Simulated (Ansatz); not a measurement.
Input, command and steps of an Ansatz relaxation.

```yaml
crystal:
  lattice:
    - [-7.7365256589, 0.0, -5.0662403107]
    - [7.7365256589, 0.0, -5.0662403107]
    - [0.0, -7.7365256589, 5.0662403107]
  atoms:
    - { symbol: Sn, position: [0.5091876427, 0.0091876427, 0.7423616895] }
    - { symbol: Sn, position: [0.5091876427, 0.5168259532, 0.25] }
    - { symbol: Sn, position: [0.0168259532, 0.0091876427, 0.25] }
    - { symbol: Sn, position: [0.2564242563, 0.2564242563, 0.75] }
    - { symbol: Sn, position: [0.7564242563, 0.7564242563, 0.75] }
    - { symbol: Sn, position: [0.7632581384, 0.2632581384, 0.25] }
    - { symbol: Sn, position: [0.0168259532, 0.5168259532, 0.7576383105] }
    - { symbol: Sn, position: [0.7303819038, 0.4860331022, -0.0056511984] }
    - { symbol: Sn, position: [0.9860331022, 0.7416843006, 0.5056511984] }
    - { symbol: Sn, position: [0.9860331022, 0.2303819038, -0.0056511984] }
    - { symbol: Sn, position: [0.4871663509, 0.743672047, 0.0065056961] }
    - { symbol: Sn, position: [0.7306606548, 0.9871663509, 0.4934943039] }
    - { symbol: Sn, position: [0.2416843006, 0.4860331022, 0.5056511984] }
    - { symbol: Sn, position: [0.243672047, 0.9871663509, 0.0065056961] }
    - { symbol: Sn, position: [0.4871663509, 0.2306606548, 0.4934943039] }
    - { symbol: O, position: [0.7500923556, 0.5011503925, 0.25] }
    - { symbol: O, position: [-0.0081296505, 0.7470676601, 0.7487679255] }
    - { symbol: O, position: [0.0011503925, 0.2500923556, 0.25] }
    - { symbol: O, position: [0.5254717481, 0.7521734263, 0.25], spin: 0.5 }
    - { symbol: O, position: [0.7482997346, -0.0068975759, 0.7512320745] }
    - { symbol: O, position: [0.2470676601, 0.4918703495, 0.7487679255] }
    - { symbol: O, position: [0.2521734263, 0.0254717481, 0.25], spin: 0.5 }
    - { symbol: O, position: [0.4931024241, 0.2482997346, 0.7512320745] }
    - { symbol: O, position: [0.7482997346, 0.7470676601, 0.5051973105] }
    - { symbol: O, position: [0.9918703495, 0.9931024241, 0.9948026895] }
    - { symbol: O, position: [0.0011503925, 0.5011503925, 0.5010580369] }
    - { symbol: O, position: [0.5254717481, 0.0254717481, 0.5232983218], spin: 0.5 }
    - { symbol: O, position: [0.7500923556, 0.2500923556, 0.9989419631] }
    - { symbol: O, position: [0.2521734263, 0.7521734263, 0.9767016782], spin: 0.5 }
    - { symbol: O, position: [0.2470676601, 0.2482997346, 0.5051973105] }
    - { symbol: O, position: [0.4931024241, 0.4918703495, 0.9948026895] }
  host:
    lattice:
      - [3.8682628294, 0.0, 0.0]
      - [0.0, 3.8682628294, 0.0]
      - [0.0, 0.0, 5.0662403107]
    atoms:
      - { symbol: Sn, position: [0.0, 0.5, 0.2287756745] }
      - { symbol: Sn, position: [0.5, 0.0, 0.7712243255] }
      - { symbol: O, position: [0.5, 0.5, 0.0] }
      - { symbol: O, position: [0.0, 0.0, 0.0] }
total_charge: -2
basis:
  ecutwfc: 420
  xc_grid: 2
kpoints:
  mp_grid: { grid: [3, 3, 3], shift: [0.0, 0.0, 0.0] }
hamiltonian:
  xc: pbe
scf:
  occupations: { method: gaussian, width: 0.02 }
output:
  forces: true
  stress: false
  eigenvalues: true
  populations: true
  charged_corrections:
    defect_position: [0.26061216, 0.76061216, 0.25]
    epsilon: [[22.126, 0.0, 0.0], [0.0, 22.126, 0.0], [0.0, 0.0, 11.7743]]
  write_density: true
  write_potential: true
  elf: true
  volumetric_format: npy
magnetization:
  spin_polarized: true
relax:
  adjacent_minimum: "off"
  f_tol: 0.025
  max_steps: 45
```

```bash
ansatz run input.yaml --threads 4 --pin off --max-ram 10240MiB --backend cpu --events-out ev --progress --plain --runs-dir out
```

Theory: Ansatz, DFT PBE, scalar-relativistic, plane waves, PAW.

The cell holds a point defect: Sn vacancy (site c), charge −2.

Of 5 frames 4 are shown, positions in Å and forces in eV/Å; the SCF threshold varies from step to step.

```xyz
31
Lattice="-7.7365 0.0000 -5.0662 7.7365 0.0000 -5.0662 0.0000 -7.7365 5.0662" Properties=species:S:1:pos:R:3:forces:R:3 pbc="T T T" step=1 free_energy_over_end_meV_per_atom=0.38
Sn   -3.8683   -5.7433    1.1348    0.0000   -0.0128    0.1242
Sn    0.0591   -1.9341   -3.9315   -0.0128    0.0000    0.1242
Sn   -0.0591   -1.9341    1.1348    0.0128    0.0000    0.1242
Sn    0.0000   -5.8024    1.2015    0.0000    0.0000    0.1459
Sn    0.0000   -5.8024   -3.8648    0.0000    0.0000    0.1459
Sn   -3.8683   -1.9341   -3.9340    0.0000    0.0000    0.0381
Sn    3.8683   -5.8615    1.1348    0.0000    0.0128    0.1242
Sn   -1.8904    0.0437   -6.1913   -0.0177   -0.0177   -0.0269
Sn   -1.8904   -3.9120   -6.1913   -0.0177    0.0177   -0.0269
Sn   -5.8461    0.0437   -6.1913    0.0177   -0.0177   -0.0269
Sn    1.9845   -0.0503   -6.2028    0.0054   -0.0054   -0.1302
Sn    1.9845   -3.8179   -6.2028    0.0054    0.0054   -0.1302
Sn    1.8904   -3.9120   -1.1250    0.0177    0.0177   -0.0269
Sn    5.7521   -0.0503   -6.2028   -0.0054   -0.0054   -0.1302
Sn   -1.9845   -3.8179   -1.1365   -0.0054    0.0054   -0.1302
O    -1.9259   -1.9341   -5.0725    0.0067    0.0000    0.0034
O     5.8426   -5.7929    0.0498   -0.0110    0.0440   -0.0446
O     1.9259   -1.9341   -0.0063   -0.0067    0.0000    0.0034
O     1.7539   -1.9341   -5.2063    0.0886    0.0000    0.0363
O    -5.8426   -5.8119    0.0498    0.0110   -0.0440   -0.0446
O     1.8939   -5.7929    0.0498    0.0110    0.0440   -0.0446
O    -1.7539   -1.9341   -0.1401   -0.0886    0.0000    0.0363
O    -1.8939   -5.8119    0.0498   -0.0110   -0.0440   -0.0446
O    -0.0095   -3.9085   -5.0164   -0.0440    0.0110   -0.0446
O     0.0095   -7.6963   -5.0164    0.0440   -0.0110   -0.0446
O     3.8683   -3.8764   -0.0063    0.0000   -0.0067    0.0034
O    -3.8683   -4.0485   -0.1401    0.0000    0.0886    0.0363
O    -3.8683   -7.7283   -0.0063    0.0000    0.0067    0.0034
O     3.8683   -7.5563   -0.1401    0.0000   -0.0886    0.0363
O     0.0095   -3.9085    0.0498    0.0440    0.0110   -0.0446
O    -0.0095   -7.6963    0.0498   -0.0440   -0.0110   -0.0446
31
Lattice="-7.7365 0.0000 -5.0662 7.7365 0.0000 -5.0662 0.0000 -7.7365 5.0662" Properties=species:S:1:pos:R:3:forces:R:3 pbc="T T T" step=2 free_energy_over_end_meV_per_atom=0.07
Sn   -3.8683   -5.7314    1.1447    0.0000   -0.0063   -0.0464
Sn    0.0710   -1.9341   -3.9216   -0.0063    0.0000   -0.0464
Sn   -0.0710   -1.9341    1.1447    0.0063    0.0000   -0.0464
Sn    0.0000   -5.8024    1.2027    0.0000    0.0000   -0.0472
Sn    0.0000   -5.8024   -3.8635    0.0000    0.0000   -0.0472
Sn   -3.8683   -1.9341   -3.9227    0.0000    0.0000   -0.0225
Sn    3.8683   -5.8734    1.1447    0.0000    0.0063   -0.0464
Sn   -1.8970    0.0371   -6.1937   -0.0010   -0.0010    0.0746
Sn   -1.8970   -3.9053   -6.1937   -0.0010    0.0010    0.0746
Sn   -5.8395    0.0371   -6.1937    0.0010   -0.0010    0.0746
Sn    1.9899   -0.0558   -6.2168    0.0057   -0.0057    0.0471
Sn    1.9899   -3.8125   -6.2168    0.0057    0.0057    0.0471
Sn    1.8970   -3.9053   -1.1274    0.0010    0.0010    0.0746
Sn    5.7466   -0.0558   -6.2168   -0.0057   -0.0057    0.0471
Sn   -1.9899   -3.8125   -1.1506   -0.0057    0.0057    0.0471
O    -1.9218   -1.9341   -5.0603   -0.0432    0.0000   -0.0077
O     5.8397   -5.7913    0.0415   -0.0115    0.0078   -0.0125
O     1.9218   -1.9341    0.0059    0.0432    0.0000   -0.0077
O     1.7718   -1.9341   -5.1989   -0.0066    0.0000   -0.0133
O    -5.8397   -5.8134    0.0415    0.0115   -0.0078   -0.0125
O     1.8969   -5.7913    0.0415    0.0115    0.0078   -0.0125
O    -1.7718   -1.9341   -0.1326    0.0066    0.0000   -0.0133
O    -1.8969   -5.8134    0.0415   -0.0115   -0.0078   -0.0125
O    -0.0111   -3.9055   -5.0247   -0.0078    0.0115   -0.0125
O     0.0111   -7.6993   -5.0247    0.0078   -0.0115   -0.0125
O     3.8683   -3.8806    0.0059    0.0000    0.0432   -0.0077
O    -3.8683   -4.0306   -0.1326    0.0000   -0.0066   -0.0133
O    -3.8683   -7.7242    0.0059    0.0000   -0.0432   -0.0077
O     3.8683   -7.5742   -0.1326    0.0000    0.0066   -0.0133
O     0.0111   -3.9055    0.0415    0.0078    0.0115   -0.0125
O    -0.0111   -7.6993    0.0415   -0.0078   -0.0115   -0.0125
31
Lattice="-7.7365 0.0000 -5.0662 7.7365 0.0000 -5.0662 0.0000 -7.7365 5.0662" Properties=species:S:1:pos:R:3:forces:R:3 pbc="T T T" step=3 free_energy_over_end_meV_per_atom=0.00
Sn   -3.8683   -5.7339    1.1411    0.0000    0.0057    0.0010
Sn    0.0685   -1.9341   -3.9251    0.0057    0.0000    0.0010
Sn   -0.0685   -1.9341    1.1411   -0.0057    0.0000    0.0010
Sn    0.0000   -5.8024    1.1949    0.0000    0.0000    0.0074
Sn    0.0000   -5.8024   -3.8714    0.0000    0.0000    0.0074
Sn   -3.8683   -1.9341   -3.9085    0.0000    0.0000   -0.0537
Sn    3.8683   -5.8709    1.1411    0.0000   -0.0057    0.0010
Sn   -1.9005    0.0336   -6.1894   -0.0096   -0.0096    0.0199
Sn   -1.9005   -3.9019   -6.1894   -0.0096    0.0096    0.0199
Sn   -5.8360    0.0336   -6.1894    0.0096   -0.0096    0.0199
Sn    1.9907   -0.0566   -6.2159    0.0100   -0.0100    0.0125
Sn    1.9907   -3.8117   -6.2159    0.0100    0.0100    0.0125
Sn    1.9005   -3.9019   -1.1231    0.0096    0.0096    0.0199
Sn    5.7458   -0.0566   -6.2159   -0.0100   -0.0100    0.0125
Sn   -1.9907   -3.8117   -1.1497   -0.0100    0.0100    0.0125
O    -1.9290   -1.9341   -5.0544    0.0067    0.0000    0.0012
O     5.8380   -5.7907    0.0377   -0.0024    0.0081   -0.0072
O     1.9290   -1.9341    0.0118   -0.0067    0.0000    0.0012
O     1.7719   -1.9341   -5.1985   -0.0040    0.0000   -0.0105
O    -5.8380   -5.8141    0.0377    0.0024   -0.0081   -0.0072
O     1.8986   -5.7907    0.0377    0.0024    0.0081   -0.0072
O    -1.7719   -1.9341   -0.1322    0.0040    0.0000   -0.0105
O    -1.8986   -5.8141    0.0377   -0.0024   -0.0081   -0.0072
O    -0.0117   -3.9038   -5.0285   -0.0081    0.0024   -0.0072
O     0.0117   -7.7009   -5.0285    0.0081   -0.0024   -0.0072
O     3.8683   -3.8734    0.0118    0.0000   -0.0067    0.0012
O    -3.8683   -4.0305   -0.1322    0.0000   -0.0040   -0.0105
O    -3.8683   -7.7314    0.0118    0.0000    0.0067    0.0012
O     3.8683   -7.5743   -0.1322    0.0000    0.0040   -0.0105
O     0.0117   -3.9038    0.0377    0.0081    0.0024   -0.0072
O    -0.0117   -7.7009    0.0377   -0.0081   -0.0024   -0.0072
31
Lattice="-7.7365 0.0000 -5.0662 7.7365 0.0000 -5.0662 0.0000 -7.7365 5.0662" Properties=species:S:1:pos:R:3:forces:R:3 pbc="T T T" step=5 free_energy_over_end_meV_per_atom=0.00
Sn   -3.8683   -5.7299    1.1414    0.0000   -0.0162    0.0074
Sn    0.0725   -1.9341   -3.9248   -0.0162    0.0000    0.0074
Sn   -0.0725   -1.9341    1.1414    0.0162    0.0000    0.0074
Sn    0.0000   -5.8024    1.1941    0.0000    0.0000    0.0007
Sn    0.0000   -5.8024   -3.8721    0.0000    0.0000    0.0007
Sn   -3.8683   -1.9341   -3.9106    0.0000    0.0000   -0.0067
Sn    3.8683   -5.8749    1.1414    0.0000    0.0162    0.0074
Sn   -1.9031    0.0310   -6.1869    0.0087    0.0087    0.0019
Sn   -1.9031   -3.8993   -6.1869    0.0087   -0.0087    0.0019
Sn   -5.8334    0.0310   -6.1869   -0.0087    0.0087    0.0019
Sn    1.9932   -0.0590   -6.2164   -0.0224    0.0224   -0.0135
Sn    1.9932   -3.8092   -6.2164   -0.0224   -0.0224   -0.0135
Sn    1.9031   -3.8993   -1.1206   -0.0087   -0.0087    0.0019
Sn    5.7434   -0.0590   -6.2164    0.0224    0.0224   -0.0135
Sn   -1.9932   -3.8092   -1.1502    0.0224   -0.0224   -0.0135
O    -1.9283   -1.9341   -5.0528   -0.0030    0.0000    0.0068
O     5.8374   -5.7899    0.0372   -0.0071   -0.0042   -0.0047
O     1.9283   -1.9341    0.0135    0.0030    0.0000    0.0068
O     1.7727   -1.9341   -5.2006    0.0068    0.0000    0.0082
O    -5.8374   -5.8149    0.0372    0.0071    0.0042   -0.0047
O     1.8991   -5.7899    0.0372    0.0071   -0.0042   -0.0047
O    -1.7727   -1.9341   -0.1344   -0.0068    0.0000    0.0082
O    -1.8991   -5.8149    0.0372   -0.0071    0.0042   -0.0047
O    -0.0125   -3.9033   -5.0290    0.0042    0.0071   -0.0047
O     0.0125   -7.7015   -5.0290   -0.0042   -0.0071   -0.0047
O     3.8683   -3.8741    0.0135    0.0000    0.0030    0.0068
O    -3.8683   -4.0297   -0.1344    0.0000    0.0068    0.0082
O    -3.8683   -7.7307    0.0135    0.0000   -0.0030    0.0068
O     3.8683   -7.5751   -0.1344    0.0000   -0.0068    0.0082
O     0.0125   -3.9033    0.0372   -0.0042    0.0071   -0.0047
O    -0.0125   -7.7015    0.0372    0.0042   -0.0071   -0.0047
```

Time: 7.9 min on 4 threads of Intel(R) Xeon(R) Processor @ 2.50GHz (Skylake/Cascade Lake), on a shared host, peak memory 2.8 GiB.